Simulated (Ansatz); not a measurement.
Crystals in the rock-salt structure, computed with PBEsol in Ansatz (plane-wave DFT, scalar-relativistic, harmonic phonons, no LO–TO term at Γ; fixed occupations; no spin; PAW, where unfrozen means all-electron datasets; each on its own modest k mesh, which can be coarse for ε∞).

```json
{"crystal": "LiF [Li]", "cell": "relaxed", "k mesh": "6×6×6", "potentials": "hand-made PAW", "phonons by": "linear response", "Å³/atom": "8.03", "top Γ mode (cm⁻¹)": "301", "lowest mode at X = [0.5, 0, 0.5] (cm⁻¹)": "242", "top mode at X = [0.5, 0, 0.5] (cm⁻¹)": "456", "mean ε∞": "2.09", "mean Born charge of the element in brackets (e)": "1.05"}
{"crystal": "NaCl [Na]", "cell": "relaxed", "k mesh": "6×6×6", "potentials": "hand-made PAW", "phonons by": "linear response", "Å³/atom": "21.98", "top Γ mode (cm⁻¹)": "166", "lowest mode at X = [0.5, 0, 0.5] (cm⁻¹)": "81", "top mode at X = [0.5, 0, 0.5] (cm⁻¹)": "185", "mean ε∞": "2.57", "mean Born charge of the element in brackets (e)": "1.09"}
{"crystal": "MgO [Mg]", "cell": "relaxed", "k mesh": "6×6×6", "potentials": "hand-made PAW", "phonons by": "linear response", "Å³/atom": "9.36", "top Γ mode (cm⁻¹)": "386", "lowest mode at X = [0.5, 0, 0.5] (cm⁻¹)": "284", "top mode at X = [0.5, 0, 0.5] (cm⁻¹)": "534", "mean ε∞": "3.24", "mean Born charge of the element in brackets (e)": "1.99"}
{"crystal": "MgS [Mg]", "cell": "relaxed", "k mesh": "6×6×6", "potentials": "hand-made PAW", "phonons by": "linear response", "Å³/atom": "17.40", "top Γ mode (cm⁻¹)": "?", "lowest mode at X = [0.5, 0, 0.5] (cm⁻¹)": "?", "top mode at X = [0.5, 0, 0.5] (cm⁻¹)": "?", "mean ε∞": "?", "mean Born charge of the element in brackets (e)": "?"}
{"crystal": "CaO [Ca]", "cell": "relaxed", "k mesh": "6×6×6", "potentials": "hand-made PAW", "phonons by": "linear response", "Å³/atom": "13.54", "top Γ mode (cm⁻¹)": "273", "lowest mode at X = [0.5, 0, 0.5] (cm⁻¹)": "201", "top mode at X = [0.5, 0, 0.5] (cm⁻¹)": "386", "mean ε∞": "3.85", "mean Born charge of the element in brackets (e)": "2.36"}
```

Task: Estimate the entries marked ?.

Result: MgS: top Γ mode (cm⁻¹) 242, lowest mode at X = [0.5, 0, 0.5] (cm⁻¹) 123, top mode at X = [0.5, 0, 0.5] (cm⁻¹) 303, mean ε∞ 5.44, mean Born charge of the element in brackets (e) 2.31.
